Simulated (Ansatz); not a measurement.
# Elastic constants of W at 7 GPa (stress–strain coefficients): input and output

All numbers below come from DFT PBE, scalar-relativistic, plane waves, PAW in Ansatz.

Launched with:
```bash
ansatz run input.yaml --threads 1 --pin off --max-ram 1228MiB --backend cpu --events-out ev --progress --plain --runs-dir out
```

Input (bare energies are in eV):
```yaml
crystal:
  lattice:
    - [-1.5802315482, 1.5802315482, 1.5802315482]
    - [1.5802315482, -1.5802315482, 1.5802315482]
    - [1.5802315482, 1.5802315482, -1.5802315482]
  atoms:
    - { symbol: W, position: [0.0, 0.0, 0.0] }
basis:
  ecutwfc: 420
kpoints:
  mp_grid: { grid: [20, 20, 20] }
hamiltonian:
  xc: pbe
scf:
  occupations: { method: fermi_dirac, width: 0.15 }
output:
  forces: true
  stress: true
  eigenvalues: true
elastic:
  mode: relaxed_ion
  amplitude: 0.005
```

From the output:
```
--- Elastic constants: 2 strain directions × 4 members + reference (group order 48) ---
  dense FFT box of the reference and of every strained cell: 20×20×20
  strains applied: 11, 23; error gains: componentwise 1.00 (the most a stress slope's error grows in a printed constant), spectral 1.73 (1 for all six strains in a standard setting)
  C = ∂σ_k/∂η_j (tension-positive GPa; Voigt order 11 22 33 23 13 12):
       556.739    219.166    219.166     -0.000     -0.000     -0.000
       219.166    556.739    219.166      0.000      0.000      0.000
       219.166    219.166    556.739      0.000      0.000      0.000
         0.000     -0.000      0.000    155.090     -0.000     -0.000
        -0.000     -0.000      0.000      0.000    155.090     -0.000
        -0.000      0.000      0.000      0.000      0.000    155.090
  reference stress σ⁰ (GPa):     -6.992     -6.992     -6.992      0.000      0.000      0.000
  C* (energy form; C + prestress term) asymmetry max|C*_kj − C*_jk| = 1.421e-13 GPa — a small one proves nothing (zero by symmetry where the batch's group is 432, −43m or m−3m); a large one is finite-difference/SCF noise where every solve ...
  moduli (Voigt/Reuss/Hill, GPa): K = 331.69/331.69/331.69   G = 160.57/160.29/160.43   E = 414.47   ν = 0.292
  mechanically stable: yes (min eigenvalue of sym C = 155.09 GPa)
  strain η (Voigt 11):  stress-route row diagonal C_11 = 556.74 GPa, energy-path curvature d²(F+E_count+ΔE)/dδ²/Ω₀ = 556.73 GPa
    cells at ±δ against ±2δ: C21 219.22 and 219.40 GPa, apart by 0.03 % of the column's largest entry
         δ    σ_11 (GPa) F (eV) n_scf n_hpsi n_pw
    -1.000e-2     -12.7511      -10384.8246617       7  127117    321   relax 0 steps, max|allowed force component| 0.00e0 eV/Å
    -5.000e-3      -9.8237      -10384.8302161       4  109703    321   relax 0 steps, max|allowed force component| 0.00e0 eV/Å
     5.000e-3      -4.2561      -10384.8371235       4  106473    329   relax 0 steps, max|allowed force component| 0.00e0 eV/Å
     1.000e-2      -1.6147      -10384.8385654       6  112657    329   relax 0 steps, max|allowed force component| 0.00e0 eV/Å
  strain η (Voigt 23):  stress-route row diagonal C_44 = 155.09 GPa, energy-path curvature d²(F+E_count+ΔE)/dδ²/Ω₀ = 158.58 GPa
    cells at ±δ against ±2δ: C44 155.09 and 155.10 GPa, apart by 0.01 % of the column's largest entry
         δ    σ_23 (GPa) F (eV) n_scf n_hpsi n_pw
    -1.000e-2      -1.5510      -10384.8335743       7  222835    325   relax 0 steps, max|allowed force component| 0.00e0 eV/Å
    -5.000e-3      -0.7755      -10384.8341607       3  188647    321   relax 0 steps, max|allowed force component| 0.00e0 eV/Å
     5.000e-3       0.7755      -10384.8341607       3  185494    321   relax 0 steps, max|allowed force component| 0.00e0 eV/Å
     1.000e-2       1.5510      -10384.8335743       6  201942    325   relax 0 steps, max|allowed force component| 0.00e0 eV/Å
```

In a metal, frequencies and elastic constants depend on the k mesh and the smearing, soft modes and shear constants most. Spin–orbit coupling is left out, which can shift energies with elements as heavy as these.